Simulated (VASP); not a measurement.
# W (Fm-3m) in VASP: single point with PBE

Aim: the single point of W with PBE.

All numbers are computed with VASP 6.6.1; they aren't measurements. Logs are shortened: lines on timing, memory, paths and dates and some standing lists are left out, and cuts for length are marked.

## Step 1: The structure

Symmetry: Fm-3m, No. 225, cubic system. The conventional cell has a = 4.060 Å, b = 4.060 Å, c = 4.060 Å, α = 90.00°, β = 90.00°, γ = 90.00°. W (site symmetry m-3m) is surrounded by 12 W at 2.87 Å.

This isn't the form of W at room conditions, which is bcc.

## Step 2: Single point, PBE

INCAR

```
  PREC = Accurate
  ENCUT = 520
  EDIFF = 1E-7
  ISMEAR = -1
  SIGMA = 0.1
  LREAL = False
  LASPH = True
  NELM = 100
  ALGO = Normal
  ISIF = 2
  LWAVE = False
  LCHARG = False
  GGA = PE
  NBANDS = 13
```

KPOINTS

```
regular mesh
0
Gamma
  11 11 11
```

POSCAR

```
W
1.0
    0.0000000000      2.0300000000      2.0300000000
    2.0300000000      0.0000000000      2.0300000000
    2.0300000000      2.0300000000      0.0000000000
W
1
Direct
    0.0000000000      0.0000000000      0.0000000000
```

Potentials or basis: VASP PAW PBE potentials, release 64 (W_sv).

Run with:

```sh
$ cat potpaw_PBE.64/W_sv/POTCAR > POTCAR
$ mpirun -np 1 vasp_std > vasp.out
```

OUTCAR:

```text
PREC = Accurate
   ENCUT = 520
   EDIFF = 1E-7
   ISMEAR = -1
   LREAL = False
   LASPH = True
   NELM = 100
   ISIF = 2
   GGA = PE

 ion  position               nearest neighbor table
   1  0.000  0.000  0.000-

  LATTYP: Found a face centered cubic cell.
 ALAT       =     4.0600000000

  Lattice vectors:

 A1 = (   0.0000000000,   2.0300000000,   2.0300000000)
 A2 = (   2.0300000000,   0.0000000000,   2.0300000000)
 A3 = (   2.0300000000,   2.0300000000,   0.0000000000)

Analysis of symmetry for initial positions (statically):
=====================================================================
 Subroutine PRICEL returns:
 Original cell was already a primitive cell.

 Routine SETGRP: Setting up the symmetry group for a
 face centered cubic supercell.

 Subroutine GETGRP returns: Found 48 space group operations
 (whereof 48 operations were pure point group operations)
 out of a pool of 48 trial point group operations.

The static configuration has the point symmetry O_h .

Analysis of symmetry for dynamics (positions and initial velocities):
=====================================================================
 Subroutine PRICEL returns:
 Original cell was already a primitive cell.

 Routine SETGRP: Setting up the symmetry group for a
 face centered cubic supercell.

 Subroutine GETGRP returns: Found 48 space group operations
 (whereof 48 operations were pure point group operations)
 out of a pool of 48 trial point group operations.

The dynamic configuration has the point symmetry O_h .

 Subroutine INISYM returns: Found 48 space group operations
 (whereof 48 operations are pure point group operations),
 and found     1 'primitive' translations

----------------------------------------------------------------------------------------

                                     Primitive cell

  volume of cell :      16.7309

  direct lattice vectors                    reciprocal lattice vectors
     0.000000000  2.030000000  2.030000000    -0.246305419  0.246305419  0.246305419
     2.030000000  0.000000000  2.030000000     0.246305419 -0.246305419  0.246305419
     2.030000000  2.030000000  0.000000000     0.246305419  0.246305419 -0.246305419

  length of vectors
     2.870853532  2.870853532  2.870853532     0.426613499  0.426613499  0.426613499

  position of ions in fractional coordinates (direct lattice)
     0.000000000  0.000000000  0.000000000

  ion indices of the primitive-cell ions
   primitive index   ion index
                 1           1

----------------------------------------------------------------------------------------

 KPOINTS: regular mesh

Automatic generation of k-mesh.
 Grid dimensions read from file:
 generate k-points for:   11   11   11

 Generating k-lattice:

  Cartesian coordinates                     Fractional coordinates (reciprocal lattice)
    -0.022391402  0.022391402  0.022391402     0.090909091  0.000000000  0.000000000
     0.022391402 -0.022391402  0.022391402     0.000000000  0.090909091  0.000000000
     0.022391402  0.022391402 -0.022391402     0.000000000  0.000000000  0.090909091

  Length of vectors
     0.038783045  0.038783045  0.038783045

  Shift w.r.t. Gamma in fractional coordinates (k-lattice)
     0.000000000  0.000000000  0.000000000

 Subroutine IBZKPT returns following result:
 ===========================================

 Found     56 irreducible k-points:

 Following reciprocal coordinates:
            Coordinates               Weight
  0.000000  0.000000  0.000000      1.000000
  0.090909  0.000000  0.000000      8.000000
  0.181818  0.000000  0.000000      8.000000
  0.272727  0.000000  0.000000      8.000000
  0.363636  0.000000  0.000000      8.000000
  0.454545  0.000000  0.000000      8.000000
[... 16 lines left out ...]
 -0.272727  0.181818  0.000000     24.000000
 -0.181818  0.181818  0.000000     12.000000
 [... further k-points ...]
   k-points           NKPTS =     56   k-points in BZ     NKDIM =     56   number of bands    NBANDS=     13
   number of dos      NEDOS =    301   number of ions     NIONS =      1
   total plane-waves  NPLWV =  13824
   dimension x,y,z NGX =    24 NGY =   24 NGZ =   24
   dimension x,y,z NGXF=    48 NGYF=   48 NGZF=   48
   ions per type =               1
   NGX,Y,Z   is equivalent  to a cutoff of  13.90, 13.90, 13.90 a.u.
   NGXF,Y,Z  is equivalent  to a cutoff of  27.80, 27.80, 27.80 a.u.
 SYSTEM =  unknown system
   PREC   = accura    normal or accurate (medium, high low for compatibility)
   ISTART =      0    job   : 0-new  1-cont  2-samecut
   ICHARG =      2    charge: 1-file 2-atom 10-const
   ISPIN  =      1    spin polarized calculation?
   LNONCOLLINEAR =      F non collinear calculations
   LSORBIT =      F    spin-orbit coupling
   LASPH  =      T    aspherical Exc in radial PAW
   ENCUT  =  520.0 eV  38.22 Ry    6.18 a.u.   5.34  5.34  5.34*2*pi/ulx,y,z
   NELM   =    100;   NELMIN=  2; NELMDL= -5     # of ELM steps
   EDIFF  = 0.1E-06   stopping-criterion for ELM
   LREAL  =      F    real-space projection
   EDIFFG = 0.1E-05   stopping-criterion for IOM
   NSW    =      0    number of steps for IOM
   IBRION =     -1    ionic relax: 0-MD 1-quasi-New 2-CG
   NFREE  =      0    steps in history (QN), initial steepest desc. (CG)
   ISIF   =      2    stress and relaxation
   ISYM   =      2    0-nonsym 1-usesym 2-fastsym
   POTIM  = 0.5000    time-step for ionic-motion
   TEBEG  =    0.0;   TEEND  =   0.0 temperature during run
   PSTRESS=    0.0 pullay stress
   NELECT =      14.0000    total number of electrons
   NUPDOWN=      -1.0000    fix difference up-down
   EMIN   =  10.00;   EMAX   =-10.00  energy-range for DOS
   EFERMI =   0.00;   METHOD = LEGACY
   ISMEAR =    -1;   SIGMA  =   0.10  broadening in eV -4-tet -1-fermi 0-gaus
   EFERMI_NEDOS =   21; number of points for ismear=-14 and -15
   IALGO  =     38    algorithm
   IMIX   =      4    mixing-type and parameters
     AMIX     =   0.40;   BMIX     =  1.00
     AMIX_MAG =   1.60;   BMIX_MAG =  1.00
  volume/ion in A,a.u.               =      16.73       112.91
  Fermi-wavevector in a.u.,A,eV,Ry     =   1.542688  2.915258 32.380324  2.379887
  Thomas-Fermi vector in A             =   2.648457
   LORBIT       =      0    0 simple, 1 ext, 2 COOP (PROOUT), +10 PAW based schemes
   GGA     = PE    functional components
   LHFCALC =     F    Hartree Fock is set to
   AEXX    =    0.0000 exact exchange contribution
   IVDW    =     0    specifies the selected vdW correction
   LEPSILON=     F    determine dielectric tensor
   LRPA    =     F    only Hartree local field effects (RPA)
 non-spin polarized calculation
  energy-cutoff  :      520.00
  volume of cell :       16.73
 maximum number of plane-waves:       463
 NGX is ok and might be reduce to    24
   NGX = 11   NGY = 11   NGZ = 11

 number of electron      14.0000002 magnetization

 Free energy of the ion-electron system (eV)
  ---------------------------------------------------
  ext. energy  EPLUGINS =         0.00000000
  ---------------------------------------------------
  free energy    TOTEN  =       -12.49530903 eV

  energy without entropy =      -12.45850156  energy(sigma->0) =      -12.47690529

 E-fermi :  10.2428     XC(G=0): -13.3280

 val. band max:       10.1972706227   @ k =  -0.2727   0.0909   0.0000
 cond. band min:      10.2541522138   @ k =   0.1818   0.0909   0.0000
 fundamental gap:      0.0568815911
 Fermi energy:        10.2427797438

 k-point     1 :       0.0000    0.0000    0.0000
  band No.  band energies     occupation
      1     -63.4831      2.00000
      2     -27.1377      2.00000
      3     -27.1377      2.00000
      4     -27.1377      2.00000
      5       1.3351      2.00000
      6       9.6927      1.99186
      7       9.6927      1.99186
      8       9.6927      1.99186
      9      12.7326      0.00000
     10      12.7326      0.00000
     11      22.9880      0.00000
     12      28.1112      0.00000
     13      28.1112      0.00000

 k-point     2 :       0.0909    0.0000    0.0000
  band No.  band energies     occupation
      1     -63.4755      2.00000
      2     -27.2283      2.00000
      3     -27.1494      2.00000
      4     -27.1494      2.00000
      5       1.6859      2.00000
      6       9.4316      1.99940
      7       9.8512      1.96091
      8       9.8512      1.96091
      9      12.5955      0.00000
     10      12.5955      0.00000
     11      23.6768      0.00000
     12      26.7719      0.00000
     13      28.7681      0.00000

 k-point     3 :       0.1818    0.0000    0.0000
  band No.  band energies     occupation
      1     -63.4549      2.00000
      2     -27.4662      2.00000
      3     -27.1805      2.00000
      4     -27.1805      2.00000
      5       2.6330      2.00000
      6       8.9129      2.00000
      7      10.1313      1.50621
      8      10.1313      1.50621
      9      12.4856      0.00000
     10      12.4856      0.00000
     11      24.3455      0.00000
     12      25.8616      0.00000
     13      30.5810      0.00000

 k-point     4 :       0.2727    0.0000    0.0000
  band No.  band energies     occupation
      1     -63.4278      2.00000
      2     -27.7675      2.00000
      3     -27.2210      2.00000
      4     -27.2210      2.00000
      5       3.7964      2.00000
      6       8.7233      2.00000
      7      10.0627      1.71646
      8      10.0627      1.71646
      9      13.0318      0.00000
     10      13.0318      0.00000
     11      22.8105      0.00000
     12      26.7719      0.00000
     13      32.7264      0.00000

 k-point     5 :       0.3636    0.0000    0.0000
  band No.  band energies     occupation
      1     -63.4028      2.00000
      2     -28.0350      2.00000
      3     -27.2578      2.00000
      4     -27.2578      2.00000
      5       4.5311      2.00000
      6       9.4394      1.99935
      7       9.7392      1.98708
      8       9.7392      1.98708
      9      14.1101      0.00000
     10      14.1101      0.00000
     11      21.4935      0.00000
     12      24.6852      0.00000
     13      30.8740      0.00000
[... 257 lines left out ...]
 k-point    22 :      -0.3636    0.1818    0.0000
  band No.  band energies     occupation
      1     -63.3789      2.00000
      2     -28.0559      2.00000
      3     -27.5194      2.00000
      4     -27.3077      2.00000
      5       5.8768      2.00000
      6       8.3453      2.00000
      7       9.2694      1.99988
      8      10.5000      0.14195
      9      13.8197      0.00000
     10      16.8305      0.00000
     11      20.7863      0.00000
     12      25.3782      0.00000
     13      27.0004      0.00000

 k-point    23 :      -0.2727    0.1818    0.0000
  band No.  band energies     occupation
      1     -63.3956      2.00000
      2     -27.9145      2.00000
      3     -27.4861      2.00000
      4     -27.2577      2.00000
      5       5.5304      2.00000
      6       8.3255      2.00000
      7       8.9158      2.00000
      8      10.7173      0.01723
      9      12.4199      0.00000
     10      16.0080      0.00000
     11      22.9092      0.00000
     12      26.2673      0.00000
     13      27.6171      0.00000

 k-point    24 :      -0.1818    0.1818    0.0000
  band No.  band energies     occupation
      1     -63.4186      2.00000
      2     -27.7391      2.00000
      3     -27.3909      2.00000
      4     -27.2107      2.00000
      5       4.4492      2.00000
      6       8.1896      2.00000
      7       9.6075      1.99652
      8      11.1685      0.00019
      9      11.2311      0.00010
     10      14.6268      0.00000
     11      24.3429      0.00000
     12      27.8803      0.00000
     13      28.6655      0.00000

 [... further k-points ...]

------------------------ aborting loop because EDIFF is reached ----------------------------------------

  FORCE on cell =-STRESS in cart. coord.  units (eV):
  Direction    XX          YY          ZZ          XY          YZ          ZX
  --------------------------------------------------------------------------------------
  -------------------------------------------------------------------------------------
  Total       -0.4363401     -0.4363401     -0.4363401      0.0000000      0.0000000     -0.0000000
  in kB      -41.7847265    -41.7847265    -41.7847265      0.0000000      0.0000000     -0.0000000
  external PRESSURE =     -41.7847265 kB  Pullay stress =       0.0000000 kB

 VOLUME and BASIS-vectors are now :
 -----------------------------------------------------------------------------
  energy-cutoff  :      520.00
  volume of cell :       16.73
      direct lattice vectors                 reciprocal lattice vectors
     0.000000000  2.030000000  2.030000000    -0.246305419  0.246305419  0.246305419
     2.030000000  0.000000000  2.030000000     0.246305419 -0.246305419  0.246305419
     2.030000000  2.030000000  0.000000000     0.246305419  0.246305419 -0.246305419

 POSITION                                       TOTAL-FORCE (eV/Angst)
 -----------------------------------------------------------------------------------
      0.00000      0.00000      0.00000         0.000000      0.000000     -0.000000
 -----------------------------------------------------------------------------------
    total drift:                                0.000000      0.000000     -0.000000

  FREE ENERGIE OF THE ION-ELECTRON SYSTEM (eV)
  ---------------------------------------------------
  free  energy   TOTEN  =       -12.4953090286 eV

  energy  without entropy=      -12.4585015598  energy(sigma->0) =      -12.47690529
```

It took 8.3 s on 1 thread of Intel Xeon Platinum 8259CL at 2.50GHz (Skylake/Cascade Lake), shared host; peak memory 0.14 GiB.

What came out:

| Item | Value |
| --- | --- |
| Free energy | -12.4953 eV |
| Pressure | -4.2 GPa |
| Band gap on the k mesh | none (metal or under the smearing width) |

Levels at points of the mesh, in eV from the Fermi level:
```tsv
k point	band 4	band 5	band 6	band 7	band 8	band 9	band 10	band 11
(0.00, 0.00, 0.00)	-37.38	-8.91	-0.55	-0.55	-0.55	2.49	2.49	12.75
```
